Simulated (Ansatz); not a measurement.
# O: equation of state

How stiff is O, and at what volume does the pressure vanish? The cell is scaled evenly, atoms carried along, and solved with LAPW, PAW and all-electron datasets made for the crystal.

Computed with Ansatz 0.2.0 (DFT PBE, scalar-relativistic, unless a step's input says otherwise).

### Step 1. The starting structure

Symmetry: Pm-3m, No. 221, cubic system. The conventional cell has a = 1.997 Å, b = 1.997 Å, c = 1.997 Å, α = 90.00°, β = 90.00°, γ = 90.00°. O (site symmetry m-3m) is surrounded by 6 O at 2.00 Å.

As a file:

```cif
data_structure
_symmetry_space_group_name_H-M 'Pm-3m'
_symmetry_Int_Tables_number 221
_cell_length_a 1.9971
_cell_length_b 1.9971
_cell_length_c 1.9971
_cell_angle_alpha 90.000
_cell_angle_beta 90.000
_cell_angle_gamma 90.000
_cell_volume 7.97
loop_
_atom_site_label
_atom_site_type_symbol
_atom_site_symmetry_multiplicity
_atom_site_Wyckoff_symbol
_atom_site_fract_x
_atom_site_fract_y
_atom_site_fract_z
_atom_site_occupancy
O1 O 1 a 0.00000 0.00000 0.00000 1
```

The file gives the conventional cell by its symmetry; the runs use the cell typed in the input.

The structure (sc type) was typed from a prototype and relaxed by PAW; whether it is the ground state wasn't tested.

### Step 2. Volume × 0.96, LAPW

input.yaml reads:

```yaml
crystal:
  lattice:
    - [1.9701479522, 0.0, 0.0]
    - [0.0, 1.9701479522, 0.0]
    - [0.0, 0.0, 1.9701479522]
  atoms:
    - { symbol: O, position: [0.0, 0.0, 0.0] }
kpoints:
  mp_grid: { grid: [18, 18, 18] }
scf:
  occupations: { method: fermi_dirac, width: 0.03 }
hamiltonian:
  xc: pbe
  pseudopotentials: { kind: all_electron, lapw: { basis_error: 0.001 } }
output:
  forces: true
  stress: true
  eigenvalues: true
```

Launch:

```
$ ansatz run input.yaml --threads 1 --pin off --max-ram 2048MiB --backend cpu --events-out ev --progress --plain --runs-dir out
```

### Step 3. Volume × 0.96, PAW

Changes to input.yaml since step 2:

```diff
@@ -13,3 +13,3 @@
   xc: pbe
-  pseudopotentials: { kind: all_electron, lapw: { basis_error: 0.001 } }
+  pseudopotentials: { kind: paw }
 output:
@@ -18 +18,2 @@
   eigenvalues: true
+  efg: { contact_densities: true }
```

### Step 4. Volume × 0.96, crystal datasets

Changes to input.yaml since step 3:

```diff
@@ -13,3 +13,3 @@
   xc: pbe
-  pseudopotentials: { kind: paw }
+  pseudopotentials: { kind: all_electron, datasets: crystal }
 output:
```

### Step 5. Volume × 0.98, LAPW

input.yaml reads:

```yaml
crystal:
  lattice:
    - [1.9837356088, 0.0, 0.0]
    - [0.0, 1.9837356088, 0.0]
    - [0.0, 0.0, 1.9837356088]
  atoms:
    - { symbol: O, position: [0.0, 0.0, 0.0] }
kpoints:
  mp_grid: { grid: [18, 18, 18] }
scf:
  occupations: { method: fermi_dirac, width: 0.03 }
hamiltonian:
  xc: pbe
  pseudopotentials: { kind: all_electron, lapw: { basis_error: 0.001 } }
output:
  forces: true
  stress: true
  eigenvalues: true
```

### Step 6. Volume × 0.98, PAW

Changes to input.yaml since step 5:

```diff
@@ -13,3 +13,3 @@
   xc: pbe
-  pseudopotentials: { kind: all_electron, lapw: { basis_error: 0.001 } }
+  pseudopotentials: { kind: paw }
 output:
@@ -18 +18,2 @@
   eigenvalues: true
+  efg: { contact_densities: true }
```

### Step 7. Volume × 1.02, LAPW

input.yaml reads:

```yaml
crystal:
  lattice:
    - [2.0103661101, 0.0, 0.0]
    - [0.0, 2.0103661101, 0.0]
    - [0.0, 0.0, 2.0103661101]
  atoms:
    - { symbol: O, position: [0.0, 0.0, 0.0] }
kpoints:
  mp_grid: { grid: [18, 18, 18] }
scf:
  occupations: { method: fermi_dirac, width: 0.03 }
hamiltonian:
  xc: pbe
  pseudopotentials: { kind: all_electron, lapw: { basis_error: 0.001 } }
output:
  forces: true
  stress: true
  eigenvalues: true
```

### Step 8. Volume × 1.02, PAW

Changes to input.yaml since step 7:

```diff
@@ -13,3 +13,3 @@
   xc: pbe
-  pseudopotentials: { kind: all_electron, lapw: { basis_error: 0.001 } }
+  pseudopotentials: { kind: paw }
 output:
@@ -18 +18,2 @@
   eigenvalues: true
+  efg: { contact_densities: true }
```

### Step 9. Volume × 1.04, LAPW

input.yaml reads:

```yaml
crystal:
  lattice:
    - [2.0234208013, 0.0, 0.0]
    - [0.0, 2.0234208013, 0.0]
    - [0.0, 0.0, 2.0234208013]
  atoms:
    - { symbol: O, position: [0.0, 0.0, 0.0] }
kpoints:
  mp_grid: { grid: [18, 18, 18] }
scf:
  occupations: { method: fermi_dirac, width: 0.03 }
hamiltonian:
  xc: pbe
  pseudopotentials: { kind: all_electron, lapw: { basis_error: 0.001 } }
output:
  forces: true
  stress: true
  eigenvalues: true
```

### Step 10. Volume × 1.04, PAW

Changes to input.yaml since step 9:

```diff
@@ -13,3 +13,3 @@
   xc: pbe
-  pseudopotentials: { kind: all_electron, lapw: { basis_error: 0.001 } }
+  pseudopotentials: { kind: paw }
 output:
@@ -18 +18,6 @@
   eigenvalues: true
+  efg: { contact_densities: true }
+  write_density: true
+  write_potential: true
+  elf: true
+  volumetric_format: npy
```

### Step 11. Volume × 1.04, crystal datasets

Changes to input.yaml since step 10:

```diff
@@ -13,3 +13,3 @@
   xc: pbe
-  pseudopotentials: { kind: paw }
+  pseudopotentials: { kind: all_electron, datasets: crystal }
 output:
@@ -19,5 +19 @@
   efg: { contact_densities: true }
-  write_density: true
-  write_potential: true
-  elf: true
-  volumetric_format: npy
```

(Steps that only read results are left out.)

**Question.** What will these runs give? Wanted: equilibrium volume; bulk modulus (for each run or level that gives them).

As calculated:

```
                      quantity          value
     equilibrium volume (LAPW)  7.960 Å³/atom
           bulk modulus (LAPW)        172 GPa
its pressure derivative (LAPW)            4.5
      equilibrium volume (PAW)  7.965 Å³/atom
            bulk modulus (PAW)        171 GPa
 its pressure derivative (PAW)            4.6
```

By LAPW, the pressure vanishes at 7.96 Å³/atom (less than 0.1 % from the starting cell) and the bulk modulus there is 172 GPa (Birch-Murnaghan, third order). PAW's volume lies +0.06 % and its modulus -0.4 % from LAPW's. No thermal or zero-point expansion is included. Solid oxygen carries moments on its molecules; these runs leave spin out.
